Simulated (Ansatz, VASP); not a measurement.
## SiC: VASP beside Ansatz

```xyz
4
Lattice="3.0862 0.0000 0.0000 -1.5431 2.6727 0.0000 0.0000 0.0000 5.0648" Properties=species:S:1:pos:R:3 pbc="T T T"
Si    0.0000    1.7818    0.0000
Si    1.5431    0.8909    2.5324
C     0.0000    1.7818    1.9499
C     1.5431    0.8909    4.4823
```

Change from the starting cell: volume scaled by 1.01, crystal datasets.

Alike in both runs: task electric field gradients; functional PBEsol; k mesh 15 × 15 × 8; occupations fermi-dirac, width 0.08 eV; no spin polarisation.

|  | VASP | Ansatz |
| --- | --- | --- |
| version | VASP 6.6.1 | Ansatz 0.2.0 |
| potentials or method | VASP PAW PBE potentials, release 64 (Si, C), cutoff 520 eV | all-electron PAW with datasets made for the crystal, scalar-relativistic |

Ansatz gave:

```
pressure (GPa)                                                 : -2.0
largest component of the traceless stress (GPa)                : 2.95
rms of the force components (eV/Å)                             : 0.422
Vzz of the field gradient on the site that differs most (V/Å²) : 16.0
```

What did VASP give for the same quantities?

Pressure (GPa): -1.6; largest component of the traceless stress (GPa): 3.03; rms of the force components (eV/Å): 0.425; Vzz of the field gradient on the site that differs most (V/Å²): 17.0.

Atom by atom the forces differ by 0.003 eV/Å (rms over components). Ansatz ran all-electron here, so the differences hold the error of VASP's frozen core and of both bases.

Caveats: the PAW data sets were made with another functional, which shifts forces and pressure a little (VASP). A k mesh can miss the band edges.
